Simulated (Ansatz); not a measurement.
Run this with the Python package of Ansatz (0.2.0) and show what comes out.

The script, `aln.py`:
```python
'''Effective masses of AlN by finite differences.'''

import ansatz as az
import numpy as np
from pymatgen.core import Lattice, Structure
from pymatgen.io.ase import AseAtomsAdaptor

KMESH = (8, 8, 8)
OCCUPATIONS = 'fixed'

pmg_structure = Structure(
    Lattice([(0.0, 1.969, 1.969), (1.969, 0.0, 1.969), (1.969, 1.969, 0.0)]),
    ['Al', 'N'],
    [
        (0.0, 0.0, 0.0),
        (0.5, 0.5, 0.5),
    ],
)
aln = az.Crystal.from_ase(AseAtomsAdaptor.get_atoms(pmg_structure))

calc = (
    aln.calculation()
    .functional(az.Functional.PBESOL)
    .kpoints(mesh=KMESH, center='gamma')
    .occupations(OCCUPATIONS)
)
# step 1: where the edges lie on the mesh
out = calc.band_table().run()
rep = out.report
levels = np.array(rep['eigenvalues_ev'])
filled = round(rep['n_electrons'] / 2)
edges = {'top filled band': (filled - 1, levels[:, filled - 1].argmax()), 'lowest empty band': (filled, levels[:, filled].argmin())}
gap = levels[:, filled].min() - levels[:, filled - 1].max()
print(f'gap on the mesh {gap:.3f} eV')
if gap <= 0.05:
    print('no gap: band-edge masses have no meaning here')
    edges = {}
reciprocal = 2 * np.pi * np.linalg.inv(out.lattice.cell_ang).T
step = 0.01  # 1/A

# m/m_e = (hbar^2/m_e) / (d2E/dk2), with hbar^2/m_e = 7.61996 eV A^2
pairs = [(0, 1), (0, 2), (1, 2)]
moves = [sign * axis for axis in np.eye(3) for sign in (-1, 1)]
moves += [s1 * np.eye(3)[i] + s2 * np.eye(3)[j] for i, j in pairs for s1 in (1, -1) for s2 in (1, -1)]
for name, (band, index) in edges.items():
    together = int(np.sum(np.abs(levels[index] - levels[index, band]) < 2e-3))
    print(name, 'at k =', np.round(rep['kpoints_frac'][index], 4), f'E = {levels[index, band]:.4f} eV, degeneracy {together}')
    centre = np.array(rep['kpoints_frac'][index]) @ reciprocal
    points = [centre] + [centre + step * move for move in moves]
    table = calc.band_structure(points, intervals=1, cartesian=True).run().band_structure().channels[0].eigenvalues_ev
    if together > 1:
        level = np.flatnonzero(np.abs(levels[index] - levels[index, band]) < 2e-3)
        along = (table[1, level] + table[2, level] - 2 * table[0, level]) / step ** 2
        print('  degenerate level, no single mass tensor; masses of its branches along x:', np.round(7.61996 / along, 3), 'm_e')
        continue
    e = table[:, band]
    hessian = np.diag((e[1:7:2] + e[2:7:2] - 2 * e[0]) / step ** 2)
    for (i, j), (pp, pm, mp, mm) in zip(pairs, e[7:].reshape(3, 4)):
        hessian[i, j] = hessian[j, i] = (pp - pm - mp + mm) / (4 * step ** 2)
    curvatures, axes = np.linalg.eigh(hessian)
    slope = (e[2:7:2] - e[1:7:2]) / (2 * step)
    print('  slope (eV A):', np.round(slope, 3) + 0.0, '' if np.abs(slope).max() < 0.05 else '- no extremum here, so these are local curvatures and no band-edge masses')
    for curvature, axis in zip(curvatures, axes.T):
        print(f'  principal mass {7.61996 / curvature:8.3f} m_e along', np.round(axis, 2) + 0.0)
```

```console
$ python aln.py
DeckWarning: basis.ecutwfc = 420 eV, auto-derived from the records' recommended cutoffs: set by Al (normal level)
gap on the mesh 4.986 eV
top filled band at k = [0. 0. 0.] E = 12.3159 eV, degeneracy 3
  degenerate level, no single mass tensor; masses of its branches along x: [-0.365 -0.869 -0.869] m_e
lowest empty band at k = [ 0.  -0.5 -0.5] E = 17.3017 eV, degeneracy 1
  slope (eV A): [0. 0. 0.]
  principal mass    1.045 m_e along [1. 0. 0.]
  principal mass    0.244 m_e along [ 0.   -0.05 -1.  ]
  principal mass    0.244 m_e along [ 0.    1.   -0.05]
```
(Warnings from the package without file and line.)

Notes:
- Semilocal gaps usually lie well under measured ones.
- This is a high-temperature or high-pressure form, not the ambient phase.
- The starting cell is as deposited in a crystallographic database; the results hold for this polymorph, which needn't be the stable one.
- Levels are Kohn-Sham eigenvalues on this mesh.
- The masses are finite-difference curvatures at extrema found on a coarse mesh, which needn't be the true band edges; a step that is long against the gap makes them too heavy. Negative values are curvatures of valence bands (the hole mass is their size). Spin-orbit coupling is left out, and light masses scale with the Kohn-Sham gap.
- Wall time of the script: 2.7 s on 1 thread of Intel(R) Xeon(R) Processor @ 2.30GHz (shared host), peak memory 0.51 GiB.
